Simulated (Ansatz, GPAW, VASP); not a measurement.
# Ag: 3 runs at one level of theory

```
Ag
1.0
     0.00000    2.04275    2.04275
     2.04275    0.00000    2.04275
     2.04275    2.04275    0.00000
Ag
1
Direct
  0.00000 0.00000 0.00000
```

Alike in all runs: task single point; functional PBE; k mesh 11 × 11 × 11; occupations gaussian, width 0.027 eV; no spin polarisation; no spin-orbit coupling. Pressure is positive in compression and, in plane waves, holds the error of the finite cutoff.

| program and potentials | plane-wave cutoff (eV) | notes | pressure (GPa) |
| --- | --- | --- | --- |
| Ansatz, all-electron LAPW, scalar-relativistic | - | - | 4.25 |
| GPAW, GPAW PAW data sets (gpaw-data 1.2.1) | 600 | 17 valence electrons an atom on average | 4.20 |
| VASP, PBE PAW files Ag, 520 eV | 520 | 11 valence electrons an atom on average | 4.09 |

The pressure spans 4.09 (VASP, PBE PAW files Ag, 520 eV) to 4.25 GPa (Ansatz, all-electron LAPW, scalar-relativistic), with all-electron results at 4.25.

The functional is the same throughout but for its coding, so the spread measures potentials, basis and numerics; runs on potential files found faulty are left out.

All three calculations put fcc silver under compression at this volume, so PBE favours a larger cell. As the lattice parameter used is close to the measured one, this is the familiar PBE overestimate of the silver lattice constant. The gradient correction weakens the overbinding of the local density approximation, but for the late 4d and 5d metals it goes too far. Missing dispersion-like attraction between the polarisable, filled 4d shells probably contributes. The disagreement between codes is small beside the pressure itself, which places the expansion with the functional rather than with the potentials.

GPAW, which treats the 4p semicore electrons as valence, lies closer to the all-electron value than VASP, which leaves them in the core. That ordering would fit a small semicore contribution to the stress, though differences in basis and data-set construction could produce it equally well. A pressure at one volume fixes the direction of the relaxation, but neither the equilibrium lattice constant nor the bulk modulus.
